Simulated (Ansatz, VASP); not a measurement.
# MgTe in VASP and in Ansatz

Contents of INCAR:

```
SYSTEM = MgTe
PREC = Accurate
ENCUT = 520
EDIFF = 1E-7
ISMEAR = -1
SIGMA = 0.05
LREAL = .False.
LASPH = .True.
NELM = 60
ALGO = Normal
ISIF = 2
LWAVE = .False.
LCHARG = .False.
GGA = PE
NBANDS = 16
```

Contents of KPOINTS:

```
regular mesh
0
Gamma
  7 7 4
  0 0 0
```

Contents of POSCAR:

```
MgTe
1.0
    4.5499346472      0.0000000000      0.0000000000
   -2.2749673236      3.9403589900      0.0000000000
    0.0000000000      0.0000000000      7.3785444611
Te Mg
2 2
Direct
    0.6666666667      0.3333333333      0.8850000000
    0.3333333333      0.6666666667      0.3850000000
    0.6666666667      0.3333333333      0.5000000000
    0.3333333333      0.6666666667      0.0000000000
```

Contents of input.yaml:

```yaml
crystal:
  lattice:
    - [4.5499346472, 0.0, 0.0]
    - [-2.2749673236, 3.94035899, 0.0]
    - [0.0, 0.0, 7.3785444611]
  atoms:
    - { symbol: Te, position: [0.6666666667, 0.3333333333, 0.885] }
    - { symbol: Te, position: [0.3333333333, 0.6666666667, 0.385] }
    - { symbol: Mg, position: [0.6666666667, 0.3333333333, 0.5] }
    - { symbol: Mg, position: [0.3333333333, 0.6666666667, 0.0] }
hamiltonian:
  xc: pbe
  pseudopotentials: { kind: paw }
kpoints:
  mp_grid: { grid: [7, 7, 4] }
scf:
  occupations: { method: fermi_dirac, width: 0.05 }
output:
  forces: true
  stress: true
  eigenvalues: true
  write_density: true
  write_potential: true
  elf: true
  volumetric_format: npy
```

Change from the starting cell: volume scaled by 1.02.

Alike in both runs: task single point; functional PBE; k mesh 7 × 7 × 4; occupations fermi-dirac, width 0.05 eV; no spin polarisation.

```csv
,VASP,Ansatz
version,VASP 6.6.1,Ansatz 0.2.0
potentials or method,"VASP PAW PBE potentials, release 64 (Te, Mg)",Ansatz PAW
plane-wave cutoff (eV),520,420
valence electrons in the cell,16,52
```

Ansatz gave:

| Quantity | Value |
| --- | --- |
| gap on the k mesh at the Fermi level (eV) | 2.47 |
| least direct gap on the mesh (eV) | 2.47 |
| pressure (GPa) | 1.6 |
| largest component of the traceless stress (GPa) | 0.82 |
| rms of the force components (eV/Å) | 0.128 |

Q: What did VASP give for the same quantities?

A: gap on the k mesh at the Fermi level (eV): 2.46; least direct gap on the mesh (eV): 2.46; pressure (GPa): 1.6; largest component of the traceless stress (GPa): 0.82; rms of the force components (eV/Å): 0.129.

Atom by atom the forces differ by 0.001 eV/Å (rms over components). The two sets of potentials don't hold the same shells in valence.

Caveats: spin-orbit coupling is left out, which moves the levels of the heavy elements; odd divisions of the mesh miss points on the zone boundary, where band edges often lie, so the gap on the mesh can be too wide (Ansatz).
